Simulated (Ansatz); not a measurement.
Computed with DFT PBE, scalar-relativistic, plane waves, PAW (Ansatz). All cells share a 420 eV cutoff and Γ-centred k meshes spaced at most about 0.3 Å⁻¹ (about 0.25 or finer for metals, 2π included). No spin polarisation.

These are static total energies at zero pressure.

Two forms of Mg₇Te were relaxed alike.

A. Space group Im-3m (No. 229), cubic, a = 7.249 Å. Mg on a site of symmetry -3m has 2 Te at 3.14 Å, 6 Mg at 3.14 Å and 6 Mg at 3.62 Å; Mg on a site of symmetry 4/mmm has 8 Mg at 3.14 Å, 2 Te at 3.62 Å and 4 Mg at 3.62 Å; Te is surrounded by 8 Mg at 3.14 Å and 6 Mg at 3.62 Å.

B. Space group P-6m2 (No. 187), hexagonal, a = 6.361 Å, c = 5.381 Å. Around Mg on a site of symmetry mm2 lie 10 Mg at 3.15–3.25 Å and 2 Te at 3.18 Å; Mg on a second site of symmetry mm2 has 10 Mg at 3.11–3.25 Å and 2 Te at 3.28 Å; Mg on a site of symmetry -6m2 has 12 Mg at 3.18–3.25 Å; around Te lie 12 Mg at 3.18–3.28 Å.

Question: Which is lower in energy, and by how much?

Answer: B is lower, by 46 meV/atom. A has Mg and Te ordered on bcc sites, space group Im-3m (No. 229), 23.8 Å³/atom and no gap on its mesh; B has Mg and Te ordered on hcp sites, space group P-6m2 (No. 187), 23.6 Å³/atom and no gap. Counting Mg atoms around Te (those within 1.25 times the shortest such distance or 1.15 times the sum of covalent radii; a plus sign parts nearer from farther groups), A has Te 8+6 and B has Te 12. Both come from invented guesses. The lowest form computed isn't among them: it has Mg and Te ordered on fcc sites, space group Fm-3m (No. 225), 23.6 Å³/atom and lies 39 meV/atom below the best shown.

Spin–orbit coupling, which can matter for Te, is left out. Cells relaxed within their symmetry can be saddle points. Some types were kept out of the candidates beforehand, so the set may lack a known form.
